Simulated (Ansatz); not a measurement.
The system is TiO2.

```
CELL_PARAMETERS angstrom
4.59984 0.00000 0.00000
0.00000 4.59984 0.00000
0.00000 0.00000 2.95921
ATOMIC_POSITIONS crystal
Ti 0.00000 0.00000 0.50000
Ti 0.50000 0.50000 0.00000
O 0.30432 0.30432 0.50000
O 0.19568 0.80432 0.00000
O 0.80432 0.19568 0.00000
O 0.69568 0.69568 0.50000
```

The cell is a database's computed one.

* Program: Ansatz 0.2.0
* Task: single point
* Functional: PBE
* Potentials or basis: all-electron LAPW, scalar-relativistic
* Cutoff: 409 eV (chosen from the basis error)
* Basis error allowed: 0.001 eV/atom
* k mesh: 6 × 6 × 9
* Occupations: fermi-dirac, width 0.05 eV
* Spin: no spin polarisation

On this cell: pressure 4.2 GPa; largest force 0.004 eV/Å; band gap on the k mesh 1.86 eV, direct.

The same run follows on a disturbed copy (atoms moved at random, drawn with an rms of 0.05 Å):

```
Ti O
1.0
     4.59984    0.00000    0.00000
     0.00000    4.59984    0.00000
     0.00000    0.00000    2.95921
Ti O
2 4
Cartesian
  -0.0329 0.0348 1.4720
  2.2625 2.3487 -0.0103
  1.4100 1.3962 1.4689
  0.8706 3.7160 0.0144
  3.6592 0.8931 0.0208
  3.2157 3.2459 1.5089
```

Problem. What changes?

Solution. The energy moves by +5.8 meV/atom; pressure 4.1 GPa; largest force 0.850 eV/Å; band gap on the k mesh 1.79 eV, indirect (least direct gap 1.82 eV).

Forces on the atoms (eV/Å):
```
Ti  -0.041  0.101  0.011
Ti   0.047 -0.082 -0.030
O    0.067  0.448  0.254
O    0.352 -0.228 -0.001
O    0.145  0.375 -0.086
O   -0.569 -0.614 -0.148
```

Stress tensor (GPa, compression positive):
```
 4.49  0.18 -0.31
 0.18  4.34 -0.56
-0.31 -0.56  3.57
```

Caveats: an odd mesh through Γ misses points on the zone boundary, where band edges often lie.
